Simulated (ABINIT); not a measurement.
The system is TePb.

```
Pb Te
1.0
     4.00229    0.00000    0.00000
     0.00000    4.00229    0.00000
     0.00000    0.00000    4.00229
Pb Te
1 1
Cartesian
  0.0000 0.0000 0.0000
  2.0011 2.0011 2.0011
```

Measurements of this composition are mostly on another form, of space group No. 225.

Program: ABINIT 10.8.3 (patched build). Alike in all runs: cell as given; smearing fermi-dirac 0.05 eV. Hardware: 1 thread of Arm Neoverse V1 (shared host).

Q: Order these runs on this cell by their wall time, lowest first.
A. task band structure; level WC; potentials or basis JTH PAW PBE v2.0; spin off; k mesh 7 × 7 × 7; cutoff (eV) 599; fine-grid cutoff 1197.3 eV; mesh quality not flagged
B. task single point; level r2SCAN; potentials or basis JTH PAW PBE v2.0; spin off; k mesh 3 × 3 × 3; cutoff (eV) 707; fine-grid cutoff 1306.15 eV; mesh quality coarse
C. task band structure; level LDA-PZ; potentials or basis JTH PAW LDA v2.0; spin SOC, no magnetisation; k mesh 7 × 7 × 7; cutoff (eV) 463; fine-grid cutoff 925.187 eV; mesh quality not flagged
D. task single point; level LDA; potentials or basis JTH PAW LDA v2.0; spin off; k mesh 6 × 6 × 6; cutoff (eV) 463; fine-grid cutoff 925.187 eV; mesh quality not flagged

A: D (12 s), B (26 s), A (64 s), C (240 s).

Caveats: some runs use coarse meshes.

Runs at the PBE level aren't shown here.
